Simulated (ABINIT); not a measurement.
Set up this calculation in ABINIT 10.8.3 (patched build), as the native input.

```yaml
Task: equation of state
Functional: SOGGA
Potentials_or_basis: JTH PAW PBE v2.0
Cutoff: 408 eV
k_mesh: 11 × 11 × 11
Occupations: fermi-dirac, width 0.05 eV
Spin: no spin polarisation
Fine-grid_cutoff: 816.342 eV
Exchange_and_correlation_inside_the_PAW_spheres: full angular mesh (pawxcdev 0, this build's default; the released program takes 1)
```

Crystal: Ta.

```
Ta
1.0
    -1.65128    1.65128    1.65128
     1.65128   -1.65128    1.65128
     1.65128    1.65128   -1.65128
Ta
1
Direct
  0.00000 0.00000 0.00000
```

The input as run:

run.abi

```
# Datasets: one volume each
ndtset 7
getwfk -1
scalecart1 3*0.9795861087
scalecart2 3*0.9864848297
scalecart3 3*0.9932883884
scalecart4 3*1.0000000000
scalecart5 3*1.0066227096
scalecart6 3*1.0131594038
scalecart7 3*1.0196128224

# Pseudopotentials
pp_dirpath "./"
pseudos "Ta.GGA_PBE-JTH.xml"

# Structure
acell 5.4048073095 5.4048073095 5.4048073095
rprim
    -0.5773502692     0.5773502692     0.5773502692
     0.5773502692    -0.5773502692     0.5773502692
     0.5773502692     0.5773502692    -0.5773502692
ntypat 1
znucl 73
natom 1
typat 1
xred
     0.0000000000     0.0000000000     0.0000000000

# Plane-wave basis
ecut 15.0
pawecutdg 30.0

# k points
kptopt 1
ngkpt 11 11 11
nshiftk 1
shiftk 0.0 0.0 0.0

# Exchange and correlation
ixc -150130

# Bands and occupations
nband 11
occopt 3
tsmear 0.05 eV

# SCF cycle
nstep 100
tolvrs 1.0e-9

# Output
iomode 3
prtwf 1
prtden 0
prteig 0
prtebands 0
enunit 2
```

Potentials or basis: JTH PAW PBE v2.0.

Run with:

```console
$ abinit run.abi > log 2>&1
```

It gave:

```json
{
 "Equilibrium volume": "17.57 Å³/atom",
 "Bulk modulus": "210 GPa",
 "Pressure derivative of the bulk modulus": "3.8"
}
```

Caveat: the cutoff is too short for stress, so the log's stress isn't used; pressures at fixed basis lie under the slope of the energies; the PAW data sets were made with another functional, which shifts forces and pressure a little.

Wall time 44 s on 1 thread of Arm Neoverse V2, with other jobs on the host, peak memory 0.12 GiB.
